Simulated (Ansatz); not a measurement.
A run of Ansatz 0.2.0 is set up as follows.

Contents of input.yaml:

```yaml
crystal:
  lattice:
    - [0.0, 3.205, 3.205]
    - [3.205, 0.0, 3.205]
    - [3.205, 3.205, 0.0]
  atoms:
    - { symbol: Te, position: [0.75, 0.75, 0.75] }
    - { symbol: Cd, position: [0.0, 0.0, 0.0] }
hamiltonian:
  xc: pbe
  pseudopotentials: { kind: paw }
kpoints:
  mp_grid: { grid: [7, 7, 7] }
scf:
  occupations: { method: fixed }
output:
  eigenvalues: true
dielectric:
  method: response
```

Potentials or basis: Ansatz PAW.

Launch:

```sh
$ ansatz run input.yaml --threads 2 --pin off --max-ram 5120MiB --backend cpu --events-out ev --progress --plain --runs-dir out
```

Q: What does it give for the electronic dielectric tensor (diagonal)?

A: 8.54.

Q: Predict the Born charges (mean of the diagonal).

A: Te -2.12; Cd +2.12 e.

Q: What does it give for the band gap on the k mesh?

A: 0.87 eV, direct.

Born effective charge tensors (e):
atom 1, Te
```
-2.12  0.00  0.00
 0.00 -2.12  0.00
 0.00  0.00 -2.12
```
atom 2, Cd
```
2.12 0.00 0.00
0.00 2.12 0.00
0.00 0.00 2.12
```

Caveat: odd divisions of the mesh miss points on the zone boundary, where band edges often lie, so the gap on the mesh can be too wide; spin-orbit coupling is left out, which moves the levels of the heavy elements.

**Experimental background.**

A printed reference work, data compilation reports, for a bulk crystal of CdTe at 0 K: band gap 1.607 eV.

Against the measured gap of CdTe, 1.607 eV (0 K; a printed reference work, data compilation), the calculated 0.87 eV is off by -0.73 eV. Spin-orbit coupling on Cd, Te is left out. The value is that of PBE, without temperature or zero-point motion. Semilocal functionals fall short of measured gaps as a rule.
